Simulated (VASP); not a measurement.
# BaTiO3 (P4mm) in VASP: notebook

The runs below take BaTiO3 through relaxation of cell and atoms, single point, with PBEsol.

Program: VASP 6.6.1. These are calculated values, not measurements. Logs are shortened: lines on timing, memory, paths and dates and some standing lists are left out, and cuts for length are marked.

## (1) The structure

Symmetry: P4mm, No. 99, tetragonal system. Conventional cell: a = 3.990 Å, b = 3.990 Å, c = 4.103 Å, α = 90.00°, β = 90.00°, γ = 90.00°. Around Ba (site symmetry 4mm) lie 12 O at 2.81 to 2.92 Å. Ti (site symmetry 4mm) has 5 O at 1.84 to 2.00 Å as nearest neighbours. O (site symmetry 2mm) is surrounded by 2 Ti at 2.00 Å. Around O (site symmetry 4mm) lie 1 Ti at 1.84 Å.

The cell is a database's computed one.

## (2) Relaxation of cell and atoms, PBEsol

INCAR reads:

```
SYSTEM = BaTiO3
  ALGO = Normal
  EDIFF = 1E-7
  EDIFFG = -0.005
  ENCUT = 300
  GGA = PS
  IBRION = 2
  ISIF = 3
  ISMEAR = 0
  LASPH = .True.
  LCHARG = .False.
  LREAL = .False.
  LWAVE = .False.
  NELM = 100
  NSW = 90
  PREC = Accurate
  SIGMA = 0.02
```

KPOINTS reads:

```
k-points
0
Gamma
  8 8 8
  0 0 0
```

POSCAR reads:

```
BaTiO3
1.0
    3.9903792100      0.0000000000      0.0000000000
    0.0000000000      3.9903792100      0.0000000000
    0.0000000000      0.0000000000      4.1026553900
Ba Ti O
1 1 3
Direct
    0.5000000000      0.5000000000      0.5825414600
    0.0000000000      0.0000000000      0.1000427000
    0.0000000000      0.5000000000      0.0642205400
    0.5000000000      0.0000000000      0.0642205400
    0.0000000000      0.0000000000      0.5489717500
```

Potentials or basis: VASP PAW PBE potentials, release 64 (Ba_sv, Ti_sv, O).

Started as:

```
cat potpaw_PBE.64/Ba_sv/POTCAR potpaw_PBE.64/Ti_sv/POTCAR potpaw_PBE.64/O/POTCAR > POTCAR
mpirun -np 1 vasp_std > vasp.out
```

OUTCAR:

```text
SYSTEM = BaTiO3
   EDIFF = 1E-7
   EDIFFG = -0.005
   ENCUT = 300
   GGA = PS
   IBRION = 2
   ISIF = 3
   ISMEAR = 0
   LASPH = .True.
   LREAL = .False.
   NELM = 100
   NSW = 90
   PREC = Accurate

 ion  position               nearest neighbor table
   1  0.500  0.500  0.583-   3 2.81   4 2.81   4 2.81   3 2.81   5 2.82   5 2.82   5 2.82   5 2.82
                             3 2.92   4 2.92   3 2.92   4 2.92   2 3.45   2 3.45   2 3.45   2 3.45
   2  0.000  0.000  0.100-   5 1.84   4 2.00   3 2.00   3 2.00   4 2.00   5 2.26   1 3.45   1 3.45
                             1 3.45   1 3.45   1 3.53   1 3.53   1 3.53   1 3.53
   3  0.000  0.500  0.064-   2 2.00   2 2.00   1 2.81   1 2.81   1 2.92   1 2.92
   4  0.500  0.000  0.064-   2 2.00   2 2.00   1 2.81   1 2.81   1 2.92   1 2.92
   5  0.000  0.000  0.549-   2 1.84   2 2.26   1 2.82   1 2.82   1 2.82   1 2.82

  LATTYP: Found a simple tetragonal cell.
 ALAT       =     3.9903792100
 C/A-ratio  =     1.0281367194

  Lattice vectors:

 A1 = (   3.9903792100,   0.0000000000,   0.0000000000)
 A2 = (   0.0000000000,   3.9903792100,   0.0000000000)
 A3 = (   0.0000000000,   0.0000000000,   4.1026553900)

Analysis of symmetry for initial positions (statically):
=====================================================================
 Subroutine PRICEL returns:
 Original cell was already a primitive cell.

 Routine SETGRP: Setting up the symmetry group for a
 simple tetragonal supercell.

 Subroutine GETGRP returns: Found  8 space group operations
 (whereof  8 operations were pure point group operations)
 out of a pool of 16 trial point group operations.

The static configuration has the point symmetry C_4v.

Analysis of symmetry for dynamics (positions and initial velocities):
=====================================================================
 Subroutine PRICEL returns:
 Original cell was already a primitive cell.

 Routine SETGRP: Setting up the symmetry group for a
 simple tetragonal supercell.

 Subroutine GETGRP returns: Found  8 space group operations
 (whereof  8 operations were pure point group operations)
 out of a pool of 16 trial point group operations.

The dynamic configuration has the point symmetry C_4v.

 Subroutine INISYM returns: Found  8 space group operations
 (whereof  8 operations are pure point group operations),
 and found     1 'primitive' translations

----------------------------------------------------------------------------------------

                                     Primitive cell

  volume of cell :      65.3271

[... 116 lines left out ...]
  Fermi-wavevector in a.u.,A,eV,Ry     =   1.390157  2.627015 26.293737  1.932535
  Thomas-Fermi vector in A             =   2.514119
   LORBIT       =      0    0 simple, 1 ext, 2 COOP (PROOUT), +10 PAW based schemes
   GGA     = PS    functional components
   LHFCALC =     F    Hartree Fock is set to
   AEXX    =    0.0000 exact exchange contribution
   IVDW    =     0    specifies the selected vdW correction
   LEPSILON=     F    determine dielectric tensor
   LRPA    =     F    only Hartree local field effects (RPA)
 conjugate gradient relaxation of ions
 non-spin polarized calculation
 Gauss-broadening in eV      SIGMA  =   0.02
  energy-cutoff  :      300.00
  volume of cell :       65.33
 maximum number of plane-waves:       788
 NGX is ok and might be reduce to    24
   NGX = 11   NGY = 11   NGZ = 11

--------------------------------------- Ionic step        1  -------------------------------------------

 number of electron      39.9999970 magnetization

 Free energy of the ion-electron system (eV)
  ---------------------------------------------------
  ext. energy  EPLUGINS =         0.00000000
  ---------------------------------------------------
  free energy    TOTEN  =       -42.35682053 eV

  energy without entropy =      -42.35682053  energy(sigma->0) =      -42.35682053

------------------------ aborting loop because EDIFF is reached ----------------------------------------

  FORCE on cell =-STRESS in cart. coord.  units (eV):
  Direction    XX          YY          ZZ          XY          YZ          ZX
  --------------------------------------------------------------------------------------
  -------------------------------------------------------------------------------------
  Total      -15.6048495    -15.6048495    -15.1813646      0.0000000     -0.0000000      0.0000000
  in kB     -382.7161506   -382.7161506   -372.3299880      0.0000000     -0.0000000      0.0000000
  external PRESSURE =    -379.2540964 kB  Pullay stress =       0.0000000 kB
[... 98 lines left out ...]
  FREE ENERGIE OF THE ION-ELECTRON SYSTEM (eV)
  ---------------------------------------------------
  free  energy   TOTEN  =       -43.3470488732 eV

  energy  without entropy=      -43.3470488732  energy(sigma->0) =      -43.34704887

[... ionic steps 4 to 21 ...]

--------------------------------------- Ionic step       22  -------------------------------------------

 number of electron      40.0000030 magnetization

------------------------ aborting loop because EDIFF is reached ----------------------------------------
[... 73 lines left out ...]
--------------------------------------- Ionic step       24  -------------------------------------------

 number of electron      40.0000030 magnetization

 Free energy of the ion-electron system (eV)
  ---------------------------------------------------
  ext. energy  EPLUGINS =         0.00000000
  ---------------------------------------------------
  free energy    TOTEN  =       -43.46437449 eV

  energy without entropy =      -43.46437449  energy(sigma->0) =      -43.46437449

 E-fermi :   4.8632     XC(G=0): -12.1619

 val. band max:        4.7006786019   @ k =   0.5000   0.5000   0.5000
 cond. band min:       6.5713933530   @ k =   0.0000   0.0000   0.0000
 fundamental gap:      1.8707147512
 Fermi energy:         4.8632302319

 k-point     1 :       0.0000    0.0000    0.0000
  band No.  band energies     occupation
      1     -51.1685      2.00000
      2     -27.6019      2.00000
      3     -27.6019      2.00000
      4     -27.5935      2.00000
      5     -19.8816      2.00000
      6     -12.4346      2.00000
[... 637 lines left out ...]
     23       8.8441      0.00000
     24      10.1977      0.00000

 [... further k-points ...]
[... 5 lines left out ...]
  --------------------------------------------------------------------------------------
  -------------------------------------------------------------------------------------
  Total        0.0209696      0.0209696     -0.0039319      0.0000000      0.0000000      0.0000000
  in kB        0.5908168      0.5908168     -0.1107817      0.0000000      0.0000000      0.0000000
  external PRESSURE =       0.3569507 kB  Pullay stress =       0.0000000 kB
[... 20 lines left out ...]
  FREE ENERGIE OF THE ION-ELECTRON SYSTEM (eV)
  ---------------------------------------------------
  free  energy   TOTEN  =       -43.4643744865 eV

  energy  without entropy=      -43.4643744865  energy(sigma->0) =      -43.46437449

 reached required accuracy - stopping structural energy minimisation
```

OSZICAR:

```text
N       E                     dE             d eps       ncg     rms          rms(c)
DAV:   1     0.322875949906E+03    0.32288E+03   -0.14880E+04  3624   0.120E+03
DAV:   2    -0.237901527868E+02   -0.34667E+03   -0.33951E+03  4712   0.384E+02
DAV:   3    -0.506831019381E+02   -0.26893E+02   -0.26870E+02  5560   0.111E+02
[... 256 lines left out ...]
DAV:   3    -0.434643740052E+02    0.14074E-05   -0.18769E-05  5176   0.313E-02    0.412E-03
DAV:   4    -0.434643740767E+02   -0.71467E-07   -0.25660E-06  5440   0.125E-02    0.283E-03
DAV:   5    -0.434643741839E+02   -0.10720E-06   -0.24974E-07  3432   0.488E-03    0.162E-03
DAV:   6    -0.434643743977E+02   -0.21376E-06   -0.11715E-07  2552   0.218E-03    0.693E-04
DAV:   7    -0.434643744865E+02   -0.88884E-07   -0.37215E-08  1864   0.132E-03
  24 F= -.43464374E+02 E0= -.43464374E+02  d E =-.474470E-05
```

Wall time 12 min (1 thread of Intel Xeon Platinum 8259CL at 2.50GHz (Skylake/Cascade Lake), shared host); peak memory 0.19 GiB.

The run converged, but a check on its numbers failed (symmetry, net force, bounds or a known fault of this set-up), so they aren't taken as properties of the crystal.

Caveat: the cutoff lies under the usual one of these potentials, so the numbers hold a large basis-set error; the PAW data sets were made with another functional, which shifts forces and pressure a little; spin-orbit coupling is left out, which moves the levels of the heavy elements.

## (3) Relaxation of cell and atoms, PBEsol

INCAR, as its differences from that of step 2:

```diff
@@ -4,3 +4,3 @@
   EDIFFG = -0.005
-  ENCUT = 300
+  ENCUT = 600
   GGA = PS
```

KPOINTS reads:

```
k-points
0
Gamma
  4 4 4
  0 0 0
```

POSCAR is that of step 2.

Potentials or basis: VASP PAW PBE potentials, release 64 (Ba_sv, Ti_sv, O).

Started as:

```
cat potpaw_PBE.64/Ba_sv/POTCAR potpaw_PBE.64/Ti_sv/POTCAR potpaw_PBE.64/O/POTCAR > POTCAR
mpirun -np 1 vasp_std > vasp.out
```

It took 4.2 min on 1 thread of Intel Xeon Platinum 8259CL at 2.50GHz (Skylake/Cascade Lake), shared host; peak memory 0.22 GiB.

The run converged. Its results:

* Free energy: -42.0048 eV
* Relaxed volume: 12.82 Å³/atom
* Relaxed cell: a = 3.963 Å, b = 3.963 Å, c = 4.081 Å, α = 90.00°, β = 90.00°, γ = 90.00°
* Space group after relaxing (to 0.05 Å): P4mm (No. 99)
* Energy gained by relaxing: 2.5 meV/atom
* Ionic steps: 14
* Pressure after relaxing: 0.0 GPa
* Largest force after relaxing: 0.004 eV/Å
* Band gap on the k mesh: 1.77 eV, indirect (least direct gap 2.23 eV)

Forces on the atoms (eV/Å):
```
Ba   0.000  0.000  0.004
Ti   0.000  0.000 -0.003
O    0.000  0.000  0.000
O    0.000  0.000  0.000
O    0.000  0.000 -0.002
```

The path:
```tsv
step	energy change (eV)	largest force (eV/Å)	pressure (GPa)	volume (Å³)
1	0.0000	0.1751	-3.07	65.33
2	0.0027	0.4043	3.58	62.99
3	-0.0116	0.1223	-0.05	64.20
4	-0.0122	0.0247	0.00	64.12
5	-0.0122	0.0276	0.00	64.11
6	-0.0123	0.0112	0.02	64.11
7	-0.0123	0.0103	0.03	64.10
8	-0.0123	0.0059	-0.01	64.12
9	-0.0123	0.0068	-0.04	64.13
10	-0.0123	0.0062	-0.04	64.13
11	-0.0123	0.0058	-0.04	64.12
12	-0.0123	0.0057	-0.04	64.12
13	-0.0123	0.0046	0.06	64.09
14	-0.0123	0.0045	0.03	64.11
```

Final structure:
```yaml
crystal:
  lattice:
    - [3.96339, 0.00000, 0.00000]
    - [0.00000, 3.96339, 0.00000]
    - [0.00000, 0.00000, 4.08117]
  atoms:
    - { symbol: Ba, position: [0.50000, 0.50000, 0.58337] }
    - { symbol: Ti, position: [0.00000, 0.00000, 0.10099] }
    - { symbol: O, position: [0.00000, 0.50000, 0.06282] }
    - { symbol: O, position: [0.50000, 0.00000, 0.06282] }
    - { symbol: O, position: [0.00000, 0.00000, 0.55001] }
```

Levels at points of the mesh, in eV from the valence-band top:
| k point | band 17 | band 18 | band 19 | band 20 | band 21 | band 22 | band 23 | band 24 |
| --- | --- | --- | --- | --- | --- | --- | --- | --- |
| (0.00, 0.00, 0.00) | -1.29 | -0.61 | -0.46 | -0.46 | 1.77 | 2.22 | 2.22 | 4.16 |
| (0.50, 0.00, 0.00) | -1.97 | -1.77 | -1.31 | -1.10 | 2.34 | 3.56 | 3.63 | 4.20 |
| (0.50, 0.50, 0.00) | -1.91 | -1.07 | -1.07 | -0.08 | 3.66 | 3.66 | 4.02 | 4.53 |
| (0.00, 0.00, 0.50) | -2.09 | -2.08 | -0.74 | -0.74 | 1.92 | 3.57 | 3.57 | 4.16 |
| (0.50, 0.00, 0.50) | -1.81 | -1.05 | -1.00 | -0.36 | 3.58 | 3.59 | 3.91 | 4.98 |
| (0.50, 0.50, 0.50) | -2.54 | -0.28 | -0.28 | 0.00 | 4.18 | 4.18 | 4.24 | 6.27 |

Caveat: the PAW data sets were made with another functional, which shifts forces and pressure a little; spin-orbit coupling is left out, which moves the levels of the heavy elements.

## (4) Single point, PBEsol

INCAR reads:

```
PREC = Accurate
ENCUT = 520
EDIFF = 1E-6
ISMEAR = 0
SIGMA = 0.02
LREAL = False
LASPH = True
NELM = 100
ALGO = Normal
ISIF = 2
LWAVE = False
LCHARG = False
GGA = PS
```

KPOINTS reads:

```
regular mesh
0
Gamma
  8 8 8
```

POSCAR is that of step 3.

Potentials or basis: VASP PAW PBE potentials, release 64 (Ba_sv, Ti_sv, O).

Started as:

```
cat potpaw_PBE.64/Ba_sv/POTCAR potpaw_PBE.64/Ti_sv/POTCAR potpaw_PBE.64/O/POTCAR > POTCAR
mpirun -np 1 vasp_std > vasp.out
```

OUTCAR:

```text
PREC = Accurate
   ENCUT = 520
   EDIFF = 1E-6
   ISMEAR = 0
   LREAL = False
   LASPH = True
   NELM = 100
   ISIF = 2
   GGA = PS

 ion  position               nearest neighbor table
   1  0.500  0.500  0.583-   3 2.81   4 2.81   4 2.81   3 2.81   5 2.82   5 2.82   5 2.82   5 2.82
                             3 2.92   4 2.92   3 2.92   4 2.92   2 3.45   2 3.45   2 3.45   2 3.45
   2  0.000  0.000  0.100-   5 1.84   4 2.00   3 2.00   3 2.00   4 2.00   5 2.26   1 3.45   1 3.45
                             1 3.45   1 3.45   1 3.53   1 3.53   1 3.53   1 3.53
   3  0.000  0.500  0.064-   2 2.00   2 2.00   1 2.81   1 2.81   1 2.92   1 2.92
   4  0.500  0.000  0.064-   2 2.00   2 2.00   1 2.81   1 2.81   1 2.92   1 2.92
   5  0.000  0.000  0.549-   2 1.84   2 2.26   1 2.82   1 2.82   1 2.82   1 2.82

  LATTYP: Found a simple tetragonal cell.
 ALAT       =     3.9903792100
 C/A-ratio  =     1.0281367194

  Lattice vectors:

 A1 = (   3.9903792100,   0.0000000000,   0.0000000000)
 A2 = (   0.0000000000,   3.9903792100,   0.0000000000)
 A3 = (   0.0000000000,   0.0000000000,   4.1026553900)

Analysis of symmetry for initial positions (statically):
=====================================================================
 Subroutine PRICEL returns:
[... 178 lines left out ...]

 E-fermi :   3.7576     XC(G=0): -11.4051

 val. band max:        3.6753013267   @ k =   0.5000   0.5000   0.5000
 cond. band min:       5.4082133949   @ k =   0.0000   0.0000   0.0000
 fundamental gap:      1.7329120682
 Fermi energy:         3.7576279039

 k-point     1 :       0.0000    0.0000    0.0000
  band No.  band energies     occupation
      1     -52.6798      2.00000
      2     -29.0839      2.00000
      3     -28.9974      2.00000
      4     -28.9974      2.00000
      5     -21.2913      2.00000
      6     -13.2219      2.00000
[... 637 lines left out ...]
     23       7.2388      0.00000
     24       8.3041      0.00000

 [... further k-points ...]
[... 5 lines left out ...]
  --------------------------------------------------------------------------------------
  -------------------------------------------------------------------------------------
  Total       -1.2370496     -1.2370496     -1.1308981      0.0000000      0.0000000      0.0000000
  in kB      -30.3392146    -30.3392146    -27.7357994      0.0000000      0.0000000      0.0000000
  external PRESSURE =     -29.4714095 kB  Pullay stress =       0.0000000 kB

 VOLUME and BASIS-vectors are now :
 -----------------------------------------------------------------------------
  energy-cutoff  :      520.00
  volume of cell :       65.33
      direct lattice vectors                 reciprocal lattice vectors
     3.990379210  0.000000000  0.000000000     0.250602749  0.000000000  0.000000000
     0.000000000  3.990379210  0.000000000     0.000000000  0.250602749  0.000000000
     0.000000000  0.000000000  4.102655390     0.000000000  0.000000000  0.243744576

 POSITION                                       TOTAL-FORCE (eV/Angst)
 -----------------------------------------------------------------------------------
      1.99519      1.99519      2.38997         0.000000     -0.000000      0.022170
      0.00000      0.00000      0.41044         0.000000      0.000000      0.110516
      0.00000      1.99519      0.26347         0.000000     -0.000000     -0.022795
      1.99519      0.00000      0.26347         0.000000      0.000000     -0.022795
      0.00000      0.00000      2.25224         0.000000      0.000000     -0.087095
 -----------------------------------------------------------------------------------
    total drift:                                0.000000      0.000000     -0.000510

  FREE ENERGIE OF THE ION-ELECTRON SYSTEM (eV)
  ---------------------------------------------------
  free  energy   TOTEN  =       -41.9923322319 eV

  energy  without entropy=      -41.9923322319  energy(sigma->0) =      -41.99233223
```

OSZICAR:

```text
N       E                     dE             d eps       ncg     rms          rms(c)
DAV:   1     0.442009524808E+03    0.44201E+03   -0.19993E+04  3600   0.176E+03
DAV:   2    -0.149433700258E+01   -0.44350E+03   -0.43603E+03  4376   0.478E+02
DAV:   3    -0.503771820951E+02   -0.48883E+02   -0.47528E+02  5352   0.148E+02
DAV:   4    -0.520755168150E+02   -0.16983E+01   -0.16973E+01  5112   0.269E+01
DAV:   5    -0.521068348420E+02   -0.31318E-01   -0.31316E-01  5096   0.318E+00    0.229E+01
DAV:   6    -0.422115917330E+02    0.98952E+01   -0.70523E+01  5656   0.767E+01    0.101E+01
DAV:   7    -0.421680919762E+02    0.43500E-01   -0.11906E+01  4712   0.253E+01    0.663E+00
DAV:   8    -0.419894487470E+02    0.17864E+00   -0.12295E+00  4856   0.110E+01    0.248E+00
DAV:   9    -0.420052588101E+02   -0.15810E-01   -0.20121E-01  4696   0.315E+00    0.112E+00
DAV:  10    -0.419940125675E+02    0.11246E-01   -0.87923E-02  4840   0.286E+00    0.416E-01
DAV:  11    -0.419925052996E+02    0.15073E-02   -0.14501E-02  5384   0.894E-01    0.110E-01
DAV:  12    -0.419923399473E+02    0.16535E-03   -0.12499E-03  4432   0.341E-01    0.331E-02
DAV:  13    -0.419923526293E+02   -0.12682E-04   -0.36977E-04  5000   0.194E-01    0.392E-02
DAV:  14    -0.419923326423E+02    0.19987E-04   -0.10069E-04  4904   0.780E-02    0.856E-03
DAV:  15    -0.419923322319E+02    0.41034E-06   -0.75505E-06  4776   0.193E-02
   1 F= -.41992332E+02 E0= -.41992332E+02  d E =-.978157E-12
```

Run time: 1.9 min. Hardware: 1 thread of Intel Xeon Platinum 8259CL at 2.50GHz (Skylake/Cascade Lake), shared host; peak memory 0.26 GiB.

What came out:

```yaml
Free_energy: -41.9923 eV
Pressure: -2.9 GPa
Largest_force: 0.111 eV/Å
Band_gap_on_the_k_mesh: 1.73 eV, indirect (least direct gap 2.19 eV)
```

Forces in eV/Å, atoms in the order of the input:
```
Ba   0.000  0.000  0.022
Ti   0.000  0.000  0.111
O    0.000  0.000 -0.023
O    0.000  0.000 -0.023
O    0.000  0.000 -0.087
```

Stress tensor (GPa, compression positive):
```
-3.03  0.00  0.00
 0.00 -3.03  0.00
 0.00  0.00 -2.77
```

Caveat: the PAW data sets were made with another functional, which shifts forces and pressure a little; spin-orbit coupling is left out, which moves the levels of the heavy elements. A k mesh can miss the band edges.
